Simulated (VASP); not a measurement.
# Mo (Im-3m) in VASP: further runs

One crystal, Mo, is run at these levels: PBE; tasks: relaxation of cell and atoms.

Program: VASP 6.6.1. These are calculated values, not measurements. Logs are shortened: lines on timing, memory, paths and dates and some standing lists are left out, and cuts for length are marked.

## Step 1: The crystal as given

The structure is cubic, space group Im-3m (No. 229). The conventional cell has a = 3.147 Å, b = 3.147 Å, c = 3.147 Å, α = 90.00°, β = 90.00°, γ = 90.00°. Mo (site symmetry m-3m) is surrounded by 8 Mo at 2.73 Å.

## Step 2: Relaxation of cell and atoms, PBE

File INCAR:

```
SYSTEM = Mo
ALGO = Normal
EDIFF = 1E-7
EDIFFG = -0.002
ENCUT = 520
GGA = PE
IBRION = 2
ISIF = 3
ISMEAR = 0
LASPH = .TRUE.
LCHARG = .FALSE.
LREAL = .FALSE.
LWAVE = .FALSE.
NELM = 80
NSW = 80
PREC = Accurate
SIGMA = 0.1
```

File KPOINTS:

```
k-points
0
G
  18 18 18
  0 0 0
```

File POSCAR:

```
Mo
1.0
   -1.5734150000      1.5734150000      1.5734150000
    1.5734150000     -1.5734150000      1.5734150000
    1.5734150000      1.5734150000     -1.5734150000
Mo
1
Direct
    0.0000000000      0.0000000000      0.0000000000
```

Potentials or basis: VASP PAW PBE potentials, release 64 (Mo).

Command:

```sh
> cat potpaw_PBE.64/Mo/POTCAR > POTCAR
> mpirun -np 1 vasp_std > vasp.out
```

OUTCAR:

```text
SYSTEM = Mo
   EDIFF = 1E-7
   EDIFFG = -0.002
   ENCUT = 520
   GGA = PE
   IBRION = 2
   ISIF = 3
   ISMEAR = 0
   LASPH = .TRUE.
   LREAL = .FALSE.
   NELM = 80
   NSW = 80
   PREC = Accurate

 ion  position               nearest neighbor table
   1  0.000  0.000  0.000-

  LATTYP: Found a body centered cubic cell.
 ALAT       =     3.1468300000

  Lattice vectors:

 A1 = (  -1.5734150000,   1.5734150000,   1.5734150000)
 A2 = (   1.5734150000,  -1.5734150000,   1.5734150000)
 A3 = (   1.5734150000,   1.5734150000,  -1.5734150000)

Analysis of symmetry for initial positions (statically):
=====================================================================
 Subroutine PRICEL returns:
 Original cell was already a primitive cell.

 Routine SETGRP: Setting up the symmetry group for a
 body centered cubic supercell.

 Subroutine GETGRP returns: Found 48 space group operations
 (whereof 48 operations were pure point group operations)
 out of a pool of 48 trial point group operations.

The static configuration has the point symmetry O_h .

Analysis of symmetry for dynamics (positions and initial velocities):
=====================================================================
 Subroutine PRICEL returns:
 Original cell was already a primitive cell.

 Routine SETGRP: Setting up the symmetry group for a
 body centered cubic supercell.

 Subroutine GETGRP returns: Found 48 space group operations
 (whereof 48 operations were pure point group operations)
 out of a pool of 48 trial point group operations.

The dynamic configuration has the point symmetry O_h .

 Subroutine INISYM returns: Found 48 space group operations
 (whereof 48 operations are pure point group operations),
 and found     1 'primitive' translations

----------------------------------------------------------------------------------------

                                     Primitive cell

  volume of cell :      15.5808

  direct lattice vectors                    reciprocal lattice vectors
    -1.573415000  1.573415000  1.573415000     0.000000000  0.317780115  0.317780115
     1.573415000 -1.573415000  1.573415000     0.317780115  0.000000000  0.317780115
     1.573415000  1.573415000 -1.573415000     0.317780115  0.317780115  0.000000000

  length of vectors
     2.725234721  2.725234721  2.725234721     0.449408949  0.449408949  0.449408949

  position of ions in fractional coordinates (direct lattice)
     0.000000000  0.000000000  0.000000000

  ion indices of the primitive-cell ions
   primitive index   ion index
                 1           1

----------------------------------------------------------------------------------------

 KPOINTS: k-points

Automatic generation of k-mesh.
 Grid dimensions read from file:
 generate k-points for:   18   18   18

 Generating k-lattice:

  Cartesian coordinates                     Fractional coordinates (reciprocal lattice)
     0.000000000  0.017654451  0.017654451     0.055555556  0.000000000  0.000000000
     0.017654451  0.000000000  0.017654451     0.000000000  0.055555556  0.000000000
     0.017654451  0.017654451  0.000000000     0.000000000  0.000000000  0.055555556

  Length of vectors
     0.024967164  0.024967164  0.024967164

  Shift w.r.t. Gamma in fractional coordinates (k-lattice)
     0.000000000  0.000000000  0.000000000

 Subroutine IBZKPT returns following result:
 ===========================================

 Found    195 irreducible k-points:

 Following reciprocal coordinates:
            Coordinates               Weight
  0.000000  0.000000  0.000000      1.000000
  0.055556  0.000000  0.000000     12.000000
  0.111111  0.000000  0.000000     12.000000
  0.166667  0.000000  0.000000     12.000000
  0.222222  0.000000  0.000000     12.000000
  0.277778  0.000000  0.000000     12.000000
[... 16 lines left out ...]
  0.333333  0.111111 -0.000000     48.000000
  0.388889  0.111111  0.000000     48.000000
 [... further k-points ...]
   k-points           NKPTS =    195   k-points in BZ     NKDIM =    195   number of bands    NBANDS=      7
   number of dos      NEDOS =    301   number of ions     NIONS =      1
   total plane-waves  NPLWV =   8000
   dimension x,y,z NGX =    20 NGY =   20 NGZ =   20
   dimension x,y,z NGXF=    40 NGYF=   40 NGZF=   40
   ions per type =               1
   NGX,Y,Z   is equivalent  to a cutoff of  12.20, 12.20, 12.20 a.u.
   NGXF,Y,Z  is equivalent  to a cutoff of  24.40, 24.40, 24.40 a.u.
 SYSTEM =  Mo
   PREC   = accura    normal or accurate (medium, high low for compatibility)
   ISTART =      0    job   : 0-new  1-cont  2-samecut
   ICHARG =      2    charge: 1-file 2-atom 10-const
   ISPIN  =      1    spin polarized calculation?
   LNONCOLLINEAR =      F non collinear calculations
   LSORBIT =      F    spin-orbit coupling
   LASPH  =      T    aspherical Exc in radial PAW
   ENCUT  =  520.0 eV  38.22 Ry    6.18 a.u.   5.07  5.07  5.07*2*pi/ulx,y,z
   NELM   =     80;   NELMIN=  2; NELMDL= -5     # of ELM steps
   EDIFF  = 0.1E-06   stopping-criterion for ELM
   LREAL  =      F    real-space projection
   EDIFFG = -.2E-02   stopping-criterion for IOM
   NSW    =     80    number of steps for IOM
   IBRION =      2    ionic relax: 0-MD 1-quasi-New 2-CG
   NFREE  =      1    steps in history (QN), initial steepest desc. (CG)
   ISIF   =      3    stress and relaxation
   ISYM   =      2    0-nonsym 1-usesym 2-fastsym
   POTIM  = 0.5000    time-step for ionic-motion
   TEBEG  =    0.0;   TEEND  =   0.0 temperature during run
   PSTRESS=    0.0 pullay stress
   NELECT =       6.0000    total number of electrons
   NUPDOWN=      -1.0000    fix difference up-down
   EMIN   =  10.00;   EMAX   =-10.00  energy-range for DOS
   EFERMI =   0.00;   METHOD = LEGACY
   ISMEAR =     0;   SIGMA  =   0.10  broadening in eV -4-tet -1-fermi 0-gaus
   EFERMI_NEDOS =   21; number of points for ismear=-14 and -15
   IALGO  =     38    algorithm
   IMIX   =      4    mixing-type and parameters
     AMIX     =   0.40;   BMIX     =  1.00
     AMIX_MAG =   1.60;   BMIX_MAG =  1.00
  volume/ion in A,a.u.               =      15.58       105.14
  Fermi-wavevector in a.u.,A,eV,Ry     =   1.191046  2.250751 19.301105  1.418591
  Thomas-Fermi vector in A             =   2.327117
   LORBIT       =      0    0 simple, 1 ext, 2 COOP (PROOUT), +10 PAW based schemes
   GGA     = PE    functional components
   LHFCALC =     F    Hartree Fock is set to
   AEXX    =    0.0000 exact exchange contribution
   IVDW    =     0    specifies the selected vdW correction
   LEPSILON=     F    determine dielectric tensor
   LRPA    =     F    only Hartree local field effects (RPA)
 conjugate gradient relaxation of ions
 non-spin polarized calculation
 Gauss-broadening in eV      SIGMA  =   0.10
  energy-cutoff  :      520.00
  volume of cell :       15.58
 maximum number of plane-waves:       432
   NGX = 11   NGY = 11   NGZ = 11

--------------------------------------- Ionic step        1  -------------------------------------------

 number of electron       6.0000001 magnetization

 Free energy of the ion-electron system (eV)
  ---------------------------------------------------
  ext. energy  EPLUGINS =         0.00000000
  ---------------------------------------------------
  free energy    TOTEN  =       -10.94986431 eV

  energy without entropy =      -10.94714407  energy(sigma->0) =      -10.94850419

------------------------ aborting loop because EDIFF is reached ----------------------------------------

  FORCE on cell =-STRESS in cart. coord.  units (eV):
  Direction    XX          YY          ZZ          XY          YZ          ZX
  --------------------------------------------------------------------------------------
  -------------------------------------------------------------------------------------
  Total        0.0863660      0.0863660      0.0863660      0.0000000     -0.0000000      0.0000000
  in kB        8.8810305      8.8810305      8.8810305      0.0000000     -0.0000000      0.0000000
  external PRESSURE =       8.8810305 kB  Pullay stress =       0.0000000 kB
[... 55 lines left out ...]
  energy  without entropy=      -10.9460336657  energy(sigma->0) =      -10.94745823

--------------------------------------- Ionic step        3  -------------------------------------------

 number of electron       6.0000001 magnetization

 Free energy of the ion-electron system (eV)
  ---------------------------------------------------
  ext. energy  EPLUGINS =         0.00000000
  ---------------------------------------------------
  free energy    TOTEN  =       -10.94999999 eV

  energy without entropy =      -10.94724578  energy(sigma->0) =      -10.94862289

 E-fermi :   6.8554     XC(G=0): -13.0867

 val. band max:        6.8190373629   @ k =   0.3889   0.1111   0.0000
 cond. band min:       6.8694473061   @ k =  -0.3889   0.4444   0.2778
 fundamental gap:      0.0504099432
 Fermi energy:         6.8553547779

 k-point     1 :       0.0000    0.0000    0.0000
  band No.  band energies     occupation
      1      -0.3806      2.00000
      2       5.4386      2.00000
      3       5.4386      2.00000
      4       5.4386      2.00000
      5       8.4482      0.00000
      6       8.4482      0.00000
      7      23.2486      0.00000
[... 221 lines left out ...]
 k-point    24 :       0.3889    0.1111    0.0000
  band No.  band energies     occupation
      1       1.9211      2.00000
      2       3.5730      2.00000
      3       6.8190      1.39247
      4       8.3618      0.00000
      5       9.4827      0.00000
      6      12.1877      0.00000
      7      18.6412      0.00000

 [... further k-points ...]

------------------------ aborting loop because EDIFF is reached ----------------------------------------

  FORCE on cell =-STRESS in cart. coord.  units (eV):
  Direction    XX          YY          ZZ          XY          YZ          ZX
  --------------------------------------------------------------------------------------
  -------------------------------------------------------------------------------------
  Total        0.0015704      0.0015704      0.0015704     -0.0000000     -0.0000000     -0.0000000
  in kB        0.1609710      0.1609710      0.1609710     -0.0000000     -0.0000000     -0.0000000
  external PRESSURE =       0.1609710 kB  Pullay stress =       0.0000000 kB
[... 16 lines left out ...]
  FREE ENERGIE OF THE ION-ELECTRON SYSTEM (eV)
  ---------------------------------------------------
  free  energy   TOTEN  =       -10.9499999922 eV

  energy  without entropy=      -10.9472457821  energy(sigma->0) =      -10.94862289

 reached required accuracy - stopping structural energy minimisation
```

It took 21 s on 1 thread of Intel Xeon Platinum 8488C (Sapphire Rapids), shared host; peak memory 0.15 GiB.

What came out:

* Free energy: -10.9500 eV
* Relaxed volume: 15.63 Å³/atom
* Relaxed cell: a = 2.728 Å, b = 2.728 Å, c = 2.728 Å, α = 109.47°, β = 109.47°, γ = 109.47°
* Space group after relaxing (to 0.05 Å): Im-3m (No. 229)
* Energy gained by relaxing: 0.1 meV/atom
* Ionic steps: 3
* Pressure after relaxing: 0.0 GPa
* Band gap on the k mesh: none (metal or under the smearing width)

The path:
```tsv
step	energy change (eV)	largest force (eV/Å)	pressure (GPa)	volume (Å³)
1	0.0000	0.0000	0.89	15.58
2	0.0010	0.0000	-2.42	15.78
3	-0.0001	0.0000	0.02	15.63
```

Final structure:
```
Mo
1.0
    -1.57510    1.57510    1.57510
     1.57510   -1.57510    1.57510
     1.57510    1.57510   -1.57510
Mo
1
Direct
  0.00000 0.00000 0.00000
```

PBE usually gives volumes a little too large and moduli too small. Zero-point motion and thermal expansion aren't in these numbers.

## Step 3: Relaxation of cell and atoms, PBE

This run uses another cell than the first one, of 15.63 Å³/atom, 1.003 times its volume.

INCAR is that of step 2.

KPOINTS is that of step 2.

File POSCAR:

```
Mo                                      
1.0
   -1.5751020561      1.5751020561      1.5751020561
    1.5751020561     -1.5751020561      1.5751020561
    1.5751020561      1.5751020561     -1.5751020561
  Mo            
     1
Direct
     0.0000000000000000    0.0000000000000000    0.0000000000000000
```

Potentials or basis: VASP PAW PBE potentials, release 64 (Mo).

Command:

```sh
> cat potpaw_PBE.64/Mo/POTCAR > POTCAR
> mpirun -np 1 vasp_std > vasp.out
```

OUTCAR:

```text
SYSTEM = Mo
   EDIFF = 1E-7
   EDIFFG = -0.002
   ENCUT = 520
   GGA = PE
   IBRION = 2
   ISIF = 3
   ISMEAR = 0
   LASPH = .TRUE.
   LREAL = .FALSE.
   NELM = 80
   NSW = 80
   PREC = Accurate

 ion  position               nearest neighbor table
   1  0.000  0.000  0.000-

  LATTYP: Found a body centered cubic cell.
 ALAT       =     3.1502041122

  Lattice vectors:

 A1 = (  -1.5751020561,   1.5751020561,   1.5751020561)
 A2 = (   1.5751020561,  -1.5751020561,   1.5751020561)
 A3 = (   1.5751020561,   1.5751020561,  -1.5751020561)

Analysis of symmetry for initial positions (statically):
=====================================================================
 Subroutine PRICEL returns:
 Original cell was already a primitive cell.

 Routine SETGRP: Setting up the symmetry group for a
 body centered cubic supercell.

 Subroutine GETGRP returns: Found 48 space group operations
 (whereof 48 operations were pure point group operations)
 out of a pool of 48 trial point group operations.

The static configuration has the point symmetry O_h .

Analysis of symmetry for dynamics (positions and initial velocities):
=====================================================================
 Subroutine PRICEL returns:
 Original cell was already a primitive cell.

 Routine SETGRP: Setting up the symmetry group for a
 body centered cubic supercell.

 Subroutine GETGRP returns: Found 48 space group operations
 (whereof 48 operations were pure point group operations)
 out of a pool of 48 trial point group operations.

The dynamic configuration has the point symmetry O_h .

 Subroutine INISYM returns: Found 48 space group operations
 (whereof 48 operations are pure point group operations),
 and found     1 'primitive' translations

----------------------------------------------------------------------------------------

                                     Primitive cell

  volume of cell :      15.6310
[... 110 lines left out ...]
  Thomas-Fermi vector in A             =   2.325870
   LORBIT       =      0    0 simple, 1 ext, 2 COOP (PROOUT), +10 PAW based schemes
   GGA     = PE    functional components
   LHFCALC =     F    Hartree Fock is set to
   AEXX    =    0.0000 exact exchange contribution
   IVDW    =     0    specifies the selected vdW correction
   LEPSILON=     F    determine dielectric tensor
   LRPA    =     F    only Hartree local field effects (RPA)
 conjugate gradient relaxation of ions
 non-spin polarized calculation
 Gauss-broadening in eV      SIGMA  =   0.10
  energy-cutoff  :      520.00
  volume of cell :       15.63
 maximum number of plane-waves:       434
   NGX = 11   NGY = 11   NGZ = 11

 number of electron       6.0000001 magnetization

 Free energy of the ion-electron system (eV)
  ---------------------------------------------------
  ext. energy  EPLUGINS =         0.00000000
  ---------------------------------------------------
  free energy    TOTEN  =       -10.95003194 eV

  energy without entropy =      -10.94727777  energy(sigma->0) =      -10.94865485

 E-fermi :   6.8553     XC(G=0): -13.0867

 val. band max:        6.8190298164   @ k =   0.3889   0.1111   0.0000
 cond. band min:       6.8694415065   @ k =  -0.3889   0.4444   0.2778
 fundamental gap:      0.0504116901
 Fermi energy:         6.8553478546

 k-point     1 :       0.0000    0.0000    0.0000
  band No.  band energies     occupation
      1      -0.3806      2.00000
      2       5.4386      2.00000
      3       5.4386      2.00000
      4       5.4386      2.00000
      5       8.4482      0.00000
      6       8.4482      0.00000
      7      23.2486      0.00000
[... 221 lines left out ...]
 k-point    24 :       0.3889    0.1111    0.0000
  band No.  band energies     occupation
      1       1.9211      2.00000
      2       3.5730      2.00000
      3       6.8190      1.39248
      4       8.3617      0.00000
      5       9.4827      0.00000
      6      12.1877      0.00000
      7      18.6411      0.00000

 [... further k-points ...]

------------------------ aborting loop because EDIFF is reached ----------------------------------------

  FORCE on cell =-STRESS in cart. coord.  units (eV):
  Direction    XX          YY          ZZ          XY          YZ          ZX
  --------------------------------------------------------------------------------------
  -------------------------------------------------------------------------------------
  Total        0.0017091      0.0017091      0.0017091     -0.0000000      0.0000000      0.0000000
  in kB        0.1751813      0.1751813      0.1751813     -0.0000000      0.0000000      0.0000000
  external PRESSURE =       0.1751813 kB  Pullay stress =       0.0000000 kB

 VOLUME and BASIS-vectors are now :
 -----------------------------------------------------------------------------
  energy-cutoff  :      520.00
  volume of cell :       15.63
      direct lattice vectors                 reciprocal lattice vectors
    -1.575102056  1.575102056  1.575102056     0.000000000  0.317439748  0.317439748
     1.575102056 -1.575102056  1.575102056     0.317439748  0.000000000  0.317439748
     1.575102056  1.575102056 -1.575102056     0.317439748  0.317439748  0.000000000

 POSITION                                       TOTAL-FORCE (eV/Angst)
 -----------------------------------------------------------------------------------
      0.00000      0.00000      0.00000        -0.000000     -0.000000      0.000000
 -----------------------------------------------------------------------------------
    total drift:                                0.000000      0.000000     -0.000000

  FREE ENERGIE OF THE ION-ELECTRON SYSTEM (eV)
  ---------------------------------------------------
  free  energy   TOTEN  =       -10.9500319425 eV

  energy  without entropy=      -10.9472777654  energy(sigma->0) =      -10.94865485

 reached required accuracy - stopping structural energy minimisation
```

OSZICAR:

```text
N       E                     dE             d eps       ncg     rms          rms(c)
DAV:   1     0.917201499284E+01    0.91720E+01   -0.28945E+03  2737   0.727E+02
DAV:   2    -0.114492550262E+02   -0.20621E+02   -0.20134E+02  3332   0.136E+02
DAV:   3    -0.116737773548E+02   -0.22452E+00   -0.22217E+00  3339   0.168E+01
DAV:   4    -0.116739707177E+02   -0.19336E-03   -0.19331E-03  4263   0.423E-01
DAV:   5    -0.116739707426E+02   -0.24853E-07   -0.24213E-07  3423   0.329E-03    0.138E+01
DAV:   6    -0.111115040541E+02    0.56247E+00   -0.69900E-01  3353   0.666E+00    0.524E+00
DAV:   7    -0.109541218228E+02    0.15738E+00   -0.45542E-01  3633   0.515E+00    0.786E-01
DAV:   8    -0.109502517859E+02    0.38700E-02   -0.18653E-03  2947   0.404E-01    0.173E-01
DAV:   9    -0.109500381187E+02    0.21367E-03   -0.23431E-04  3808   0.104E-01    0.252E-02
DAV:  10    -0.109500330870E+02    0.50317E-05   -0.58044E-06  3507   0.202E-02    0.114E-02
DAV:  11    -0.109500319182E+02    0.11688E-05   -0.30198E-07  3563   0.598E-03    0.555E-04
DAV:  12    -0.109500319425E+02   -0.24348E-07   -0.23749E-09  1820   0.404E-04
   1 F= -.10950032E+02 E0= -.10948655E+02  d E =-.109500E+02
```

CONTCAR:

```text
Mo
   1.00000000000000
    -1.5751020561000000    1.5751020561000000    1.5751020561000000
     1.5751020561000000   -1.5751020561000000    1.5751020561000000
     1.5751020561000000    1.5751020561000000   -1.5751020561000000
  Mo
     1
Direct
     0.0000000000000000    0.0000000000000000    0.0000000000000000

  0.00000000E+00  0.00000000E+00  0.00000000E+00
```

It took 12 s on 1 thread of Intel Xeon Platinum 8488C (Sapphire Rapids), shared host; peak memory 0.14 GiB.

Results:

| Item | Value |
| --- | --- |
| Free energy | -10.9500 eV |
| Pressure after relaxing | 0.0 GPa |
| Band gap on the k mesh | none (metal or under the smearing width) |

Final structure:
```cif
data_structure
_symmetry_space_group_name_H-M 'P 1'
_symmetry_Int_Tables_number 1
_cell_length_a 2.7282
_cell_length_b 2.7282
_cell_length_c 2.7282
_cell_angle_alpha 109.471
_cell_angle_beta 109.471
_cell_angle_gamma 109.471
_cell_volume 15.63
loop_
_atom_site_label
_atom_site_type_symbol
_atom_site_fract_x
_atom_site_fract_y
_atom_site_fract_z
_atom_site_occupancy
Mo1 Mo 0.00000 0.00000 0.00000 1
```

Caveat: the relaxation stopped at its first step, so nothing moved.
